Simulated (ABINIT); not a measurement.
# CdSe (F-43m) in ABINIT: settings compared, part 2 of 2

ABINIT 10.8.3 (patched build). Earlier steps stand in the parts before.

### Step 3. Single point, PBE-EpsX

Contents of run.abi:

```
# Pseudopotentials
pp_dirpath "./"
pseudos "Cd_ONCV_PBE-1.2.upf, Se_ONCV_PBE-1.2.upf"

# Structure
acell 3*1.0
rprim
     0.0000000000     5.8019716937     5.8019716937
     5.8019716937     0.0000000000     5.8019716937
     5.8019716937     5.8019716937     0.0000000000
ntypat 2
znucl 48 34
natom 2
typat 1 2
xcart
     0.0000000000     0.0000000000     0.0000000000
     2.9009858468     2.9009858468     2.9009858468

# Plane-wave basis
ecut 18.0

# k points
kptopt 1
ngkpt 3 3 3
nshiftk 1
shiftk 0.0 0.0 0.0

# Exchange and correlation
ixc 41
hyb_mixing 0.1305

# Bands and occupations
nband 15
occopt 1

# SCF cycle
nstep 60
diemac 6.0
toldfe 1.0e-7

# Output
iomode 3
prtwf 0
prtden 0
prteig 0
prtebands 0
enunit 1
prtvol 2
```

Potentials or basis: SG15 NC PBE v1.2.

Run with:

```
> mpirun --bind-to none -np 4 abinit run.abi > log 2>&1
```

run.abo:

```text
.Version 10.8.3 of ABINIT
 Symmetries : space group F-4 3 m (#216); Bravais cF (face-center cubic)
================================================================================
 Values of the parameters that define the memory need of the present run
     intxc =       0    ionmov =       0      iscf =       7    lmnmax =       6
     lnmax =       6     mgfft =      32  mpssoang =       3    mqgrid =    3001
     natom =       2  nloc_mem =       1    nspden =       1   nspinor =       1
    nsppol =       1      nsym =      24    n1xccc =       0    ntypat =       2
    occopt =       1   xclevel =       2
       mpw =        1430          nfft =       32768          nkpt =           4
================================================================================
================================================================================

--------------------------------------------------------------------------------
------------- Echo of variables that govern the present computation ------------
--------------------------------------------------------------------------------
 -outvars: echo values of preprocessed input variables --------
            acell      1.0000000000E+00  1.0000000000E+00  1.0000000000E+00 Bohr
              amu      1.12411000E+02  7.89600000E+01
           diemac      6.00000000E+00
             ecut      1.80000000E+01 Hartree
           enunit           1
   hyb_mixing          1.3050000000E-01
              ixc          41
         kptrlatt        3    0    0      0    3    0      0    0    3
          kptrlen      2.46156812E+01
            natom           2
            nband          15
          nbandhf          13
            ngfft          32      32      32
             nkpt           4
           nkpthf          27
            nstep          60
             nsym          24
           ntypat           2
           prtden           0
        prtebands           0
           prteig           0
           prtvol           2
            prtwf           0
            rprim      0.0000000000E+00  5.8019716937E+00  5.8019716937E+00
                       5.8019716937E+00  0.0000000000E+00  5.8019716937E+00
                       5.8019716937E+00  5.8019716937E+00  0.0000000000E+00
          spgroup         216
           toldfe      1.00000000E-07 Hartree
            typat      1  2
          usefock           1
           xangst      0.0000000000E+00  0.0000000000E+00  0.0000000000E+00
                       1.5351355983E+00  1.5351355983E+00  1.5351355983E+00
            xcart      0.0000000000E+00  0.0000000000E+00  0.0000000000E+00
                       2.9009858469E+00  2.9009858469E+00  2.9009858468E+00
             xred      0.0000000000E+00  0.0000000000E+00  0.0000000000E+00
                       2.5000000000E-01  2.5000000000E-01  2.5000000000E-01
            znucl       48.00000   34.00000

================================================================================

 chkinp: Checking input parameters for consistency.

================================================================================
== DATASET  1 ==================================================================

--- !DatasetInfo
[... 95 lines left out ...]

 ----iterations are completed or convergence reached----

 Mean square residual over all n,k,spin=   14.741E-09; max=  88.441E-08
   0.0000  0.0000  0.0000    1  1.40716E-12 kpt; spin; max resid(k); each band:
  2.85E-13 2.29E-13 1.90E-13 6.53E-14 1.81E-13 1.26E-12 1.27E-12 1.26E-12
  6.51E-15 6.54E-15 1.41E-12 1.35E-12 1.32E-12 5.14E-13 4.14E-13
   0.3333  0.0000  0.0000    1  8.84410E-07 kpt; spin; max resid(k); each band:
  3.45E-13 1.30E-13 1.90E-13 2.15E-13 5.78E-13 9.63E-13 1.05E-12 3.35E-14
  8.48E-14 1.03E-12 9.72E-13 1.05E-12 1.04E-12 5.29E-13 8.84E-07
   0.3333  0.3333  0.0000    1  1.38786E-12 kpt; spin; max resid(k); each band:
  4.07E-13 2.11E-13 1.13E-13 1.13E-13 7.45E-13 5.90E-13 5.89E-13 1.17E-12
  3.60E-15 8.38E-13 1.39E-12 6.97E-13 6.97E-13 3.83E-13 9.12E-13
  -0.3333  0.3333  0.0000    1  9.77738E-13 kpt; spin; max resid(k); each band:
  4.24E-13 1.10E-13 1.03E-13 1.76E-13 9.20E-13 8.45E-13 5.96E-13 1.64E-13
  5.23E-14 9.78E-13 7.48E-13 7.05E-13 7.41E-13 7.17E-13 6.64E-13
 reduced coordinates (array xred) for    2 atoms
       0.000000000000      0.000000000000      0.000000000000
       0.250000000000      0.250000000000      0.250000000000
 rms dE/dt=  7.1225E-29; max dE/dt=  0.0000E+00; dE/dt below (all hartree)
    1      -0.000000000000     -0.000000000000     -0.000000000000
    2       0.000000000000      0.000000000000      0.000000000000

 cartesian coordinates (angstrom) at end:
    1      0.00000000000000     0.00000000000000     0.00000000000000
    2      1.53513559826371     1.53513559826371     1.53513559826371

 cartesian forces (hartree/bohr) at end:
    1      0.00000000000000     0.00000000000000     0.00000000000000
    2     -0.00000000000000    -0.00000000000000    -0.00000000000000
 frms,max,avg= 5.4665556E-30 9.3202806E-30   0.000E+00  0.000E+00  0.000E+00 h/b

 cartesian forces (eV/Angstrom) at end:
    1      0.00000000000000     0.00000000000000     0.00000000000000
    2     -0.00000000000000    -0.00000000000000    -0.00000000000000
 frms,max,avg= 2.8110159E-28 4.7926810E-28   0.000E+00  0.000E+00  0.000E+00 e/A
 length scales=  1.000000000000  1.000000000000  1.000000000000 bohr
              =  0.529177210544  0.529177210544  0.529177210544 angstroms
 Fermi (or HOMO) energy (eV) =   2.70510   Average Vxc (eV)=  -7.82422
 Eigenvalues (   eV  ) for nkpt=   4  k points:
 kpt#   1, nband= 15, wtk=  0.03704, kpt=  0.0000  0.0000  0.0000 (reduced coord)
-101.65544  -61.84898  -61.84898  -61.84898  -10.30088   -5.76807   -5.76807   -5.76807
  -5.41679   -5.41679    2.70510    2.70510    2.70510    4.00038    9.48580
 kpt#   2, nband= 15, wtk=  0.29630, kpt=  0.3333  0.0000  0.0000 (reduced coord)
-101.65531  -61.84915  -61.84912  -61.84912  -10.03239   -5.69600   -5.69600   -5.40795
  -5.40795   -5.38150   -0.86147    2.12983    2.12983    5.85391   10.06232
 kpt#   3, nband= 15, wtk=  0.22222, kpt=  0.3333  0.3333  0.0000 (reduced coord)
-101.65526  -61.84920  -61.84916  -61.84916   -9.94676   -5.59278   -5.59278   -5.56419
  -5.37675   -5.30206   -0.67892    1.25595    1.25595    6.98672    7.35075
 kpt#   4, nband= 15, wtk=  0.44444, kpt= -0.3333  0.3333  0.0000 (reduced coord)
-101.65536  -61.84919  -61.84915  -61.84882   -9.85604   -5.62866   -5.59029   -5.45168
  -5.40424   -4.98850   -1.34090    0.15598    1.42696    7.35704    9.11151
 Total charge density [el/Bohr^3]
)     Maximum=    1.5987E+00  at reduced coord.    0.0313    0.0313    0.9063
)Next maximum=    1.5987E+00  at reduced coord.    0.0313    0.9063    0.0313
)     Minimum=    1.0798E-04  at reduced coord.    0.2500    0.2500    0.2500
)Next minimum=    1.0974E-03  at reduced coord.    0.7500    0.7500    0.7500
   Integrated=    2.6000E+01

--- !EnergyTerms
iteration_state     : {dtset: 1, }
comment             : Components of total free energy in Hartree
kinetic             :  5.06285902582890E+01
hartree             :  5.64667486977889E+01
xc                  : -1.40321180067086E+01
Ewald energy        : -9.44275762108564E+01
psp_core            :  3.51393613916135E+00
local_psp           : -1.49516533020500E+02
non_local_psp+x     : -1.75541611844391E+01
total_energy        : -1.64921113327265E+02
...

--- !EnergyTermsDC
iteration_state     : {dtset: 1, }
comment             : '"Double-counting" decomposition of free energy'
band_energy         : -2.37154689506581E+01
Ewald energy        : -9.44275762108564E+01
psp_core            :  3.51393613916135E+00
xc_dc               : -5.02920018821635E+01
total_energy_dc     : -1.64921110904517E+02
...

 Cartesian components of stress tensor (hartree/bohr^3)
  sigma(1 1)= -3.90857688E-05  sigma(3 2)=  0.00000000E+00
  sigma(2 2)= -3.90857688E-05  sigma(3 1)=  0.00000000E+00
  sigma(3 3)= -3.90857688E-05  sigma(2 1)=  0.00000000E+00

-Cartesian components of stress tensor (GPa)         [Pressure=  1.1499E+00 GPa]
- sigma(1 1)= -1.14994302E+00  sigma(3 2)=  0.00000000E+00
- sigma(2 2)= -1.14994302E+00  sigma(3 1)=  0.00000000E+00
- sigma(3 3)= -1.14994302E+00  sigma(2 1)=  0.00000000E+00

== END DATASET(S) ==============================================================
================================================================================

 -outvars: echo values of variables after computation  --------
            acell      1.0000000000E+00  1.0000000000E+00  1.0000000000E+00 Bohr
           etotal     -1.6492111333E+02
            fcart      1.1794193162E-30  9.3202805947E-30  1.1794193162E-30
                      -1.1794193162E-30 -9.3202805947E-30 -1.1794193162E-30
            rprim      0.0000000000E+00  5.8019716937E+00  5.8019716937E+00
                       5.8019716937E+00  0.0000000000E+00  5.8019716937E+00
                       5.8019716937E+00  5.8019716937E+00  0.0000000000E+00
           strten     -3.9085768826E-05 -3.9085768826E-05 -3.9085768826E-05
                       0.0000000000E+00  0.0000000000E+00  0.0000000000E+00
           xangst      0.0000000000E+00  0.0000000000E+00  0.0000000000E+00
                       1.5351355983E+00  1.5351355983E+00  1.5351355983E+00
             xred      0.0000000000E+00  0.0000000000E+00  0.0000000000E+00
                       2.5000000000E-01  2.5000000000E-01  2.5000000000E-01
 Calculation completed.
```

Run time: 77 s. Hardware: 4 MPI ranks of Arm Neoverse V1, shared host; peak memory 0.28 GiB.

What came out:

| Item | Value |
| --- | --- |
| Free energy | -4487.7321 eV |
| Pressure | 1.1 GPa |
| Band gap on the k mesh | 1.30 eV, direct |
| Valence electrons inside the program's atomic spheres | Cd 17.02; Se 3.25 |

Caveat: the k mesh is coarse (spacing up to 0.59 Å⁻¹), so the values aren't converged, least of all with exact exchange; exact exchange is summed on a coarse mesh, which widens gaps by tenths of an eV; the potentials were made for another functional, which shifts forces and pressure.

### Step 4. Equation of state, LDA

Contents of run.abi:

```
# Datasets: one volume each
ndtset 7
getwfk -1
scalecart1 3*0.9795861087
scalecart2 3*0.9864848297
scalecart3 3*0.9932883884
scalecart4 3*1.0000000000
scalecart5 3*1.0066227096
scalecart6 3*1.0131594038
scalecart7 3*1.0196128224

# Pseudopotentials
pp_dirpath "./"
pseudos "Cd.LDA_PW-JTH.xml, Se.LDA_PW-JTH.xml"

# Structure
acell 3*1.0 Angstrom
rprim
     0.0000000000     3.0702711986     3.0702711986
     3.0702711986     0.0000000000     3.0702711986
     3.0702711986     3.0702711986     0.0000000000
ntypat 2
znucl 48 34
natom 2
typat 1 2
xred
     0.0000000000     0.0000000000     0.0000000000
     0.2500000000     0.2500000000     0.2500000000

# Plane-wave basis
ecut 22.0
pawecutdg 44.0

# k points
kptopt 1
ngkpt 8 8 8
nshiftk 1
shiftk 0.0 0.0 0.0

# Exchange and correlation
ixc 7

# Bands and occupations
nband 13
occopt 3
tsmear 0.00183747

# SCF cycle
nstep 100
tolvrs 1.0e-9

# Output
iomode 3
prtwf 1
prtden 0
prteig 0
prtebands 0
enunit 2
```

Potentials or basis: JTH PAW LDA v2.0.

Run with:

```
> abinit run.abi > log 2>&1
```

run.abo:

```text
.Version 10.8.3 of ABINIT
 DATASET    1 : space group F-4 3 m (#216); Bravais cF (face-center cubic)
================================================================================
 Values of the parameters that define the memory need for DATASET  1.
     intxc =       0    ionmov =       0      iscf =      17    lmnmax =      18
     lnmax =       6     mgfft =      36  mpssoang =       3    mqgrid =    3001
     natom =       2  nloc_mem =       2    nspden =       1   nspinor =       1
    nsppol =       1      nsym =      24    n1xccc =       1    ntypat =       2
    occopt =       3   xclevel =       1
       mpw =        1832          nfft =       46656          nkpt =          29
 PAW method is used; the additional fine FFT grid is defined by:
   mgfftf=        50    nfftf =    125000
================================================================================
================================================================================
[... 71 lines left out ...]
 DATASET    7 : space group F-4 3 m (#216); Bravais cF (face-center cubic)
================================================================================
 Values of the parameters that define the memory need for DATASET  7.
     intxc =       0    ionmov =       0      iscf =      17    lmnmax =      18
     lnmax =       6     mgfft =      36  mpssoang =       3    mqgrid =    3001
     natom =       2  nloc_mem =       2    nspden =       1   nspinor =       1
    nsppol =       1      nsym =      24    n1xccc =       1    ntypat =       2
    occopt =       3   xclevel =       1
       mpw =        2051          nfft =       46656          nkpt =          29
 PAW method is used; the additional fine FFT grid is defined by:
[... 1483 lines left out ...]
            acell      1.8897261259E+00  1.8897261259E+00  1.8897261259E+00 Bohr
           etotal1    -5.7393795782E+01
           etotal2    -5.7393600380E+01
           etotal3    -5.7393117609E+01
           etotal4    -5.7392380354E+01
           etotal5    -5.7391418367E+01
           etotal6    -5.7390257692E+01
           etotal7    -5.7388921831E+01
            fcart1     1.0809417324E-48  9.2531787269E-32 -1.0809417324E-48
                      -1.0809417324E-48 -9.2531787269E-32  1.0809417324E-48
            fcart2     4.5942345332E-32 -1.3782703600E-31  4.5942345332E-32
                      -4.5942345332E-32  1.3782703600E-31 -4.5942345332E-32
            fcart3     9.1255323711E-32  9.1255323711E-32 -2.7376597113E-31
                      -9.1255323711E-32 -9.1255323711E-32  2.7376597113E-31
            fcart4     9.0642853422E-32  9.0642853422E-32 -2.7192856027E-31
                      -9.0642853422E-32 -9.0642853422E-32  2.7192856027E-31
            fcart5    -7.2037201273E-31  1.8009300318E-31  3.6018600637E-31
                       7.2037201273E-31 -1.8009300318E-31 -3.6018600637E-31
[... 38 lines left out ...]
                       0.0000000000E+00  0.0000000000E+00  0.0000000000E+00
           xangst1     0.0000000000E+00  0.0000000000E+00  0.0000000000E+00
                       1.5037975080E+00  1.5037975080E+00  1.5037975080E+00
           xangst2     0.0000000000E+00  0.0000000000E+00  0.0000000000E+00
                       1.5143879802E+00  1.5143879802E+00  1.5143879802E+00
           xangst3     0.0000000000E+00  0.0000000000E+00  0.0000000000E+00
                       1.5248323654E+00  1.5248323654E+00  1.5248323654E+00
           xangst4     0.0000000000E+00  0.0000000000E+00  0.0000000000E+00
                       1.5351355993E+00  1.5351355993E+00  1.5351355993E+00
           xangst5     0.0000000000E+00  0.0000000000E+00  0.0000000000E+00
                       1.5453023566E+00  1.5453023566E+00  1.5453023566E+00
           xangst6     0.0000000000E+00  0.0000000000E+00  0.0000000000E+00
                       1.5553370685E+00  1.5553370685E+00  1.5553370685E+00
           xangst7     0.0000000000E+00  0.0000000000E+00  0.0000000000E+00
                       1.5652439412E+00  1.5652439412E+00  1.5652439412E+00
             xred      0.0000000000E+00  0.0000000000E+00  0.0000000000E+00
                       2.5000000000E-01  2.5000000000E-01  2.5000000000E-01
 Calculation completed.
```

Wall time 4.8 min (1 thread of Arm Neoverse N1, shared host); peak memory 0.16 GiB.

Results:

| Property | Result |
| --- | --- |
| Equilibrium volume | 27.14 Å³/atom (rough: see the caveat) |
| Bulk modulus | 58 GPa (rough) |

Energy against volume, from the lowest point:
```
volume (Å³/atom)  energy (meV/atom)
          27.206               0.00
          27.784               2.66
          28.363               9.23
          28.942              19.26
          29.521              32.35
          30.100              48.14
          30.679              66.31
```

Caveat: pressures at fixed basis lie under the slope of the energies; the minimum lies outside the volumes run.
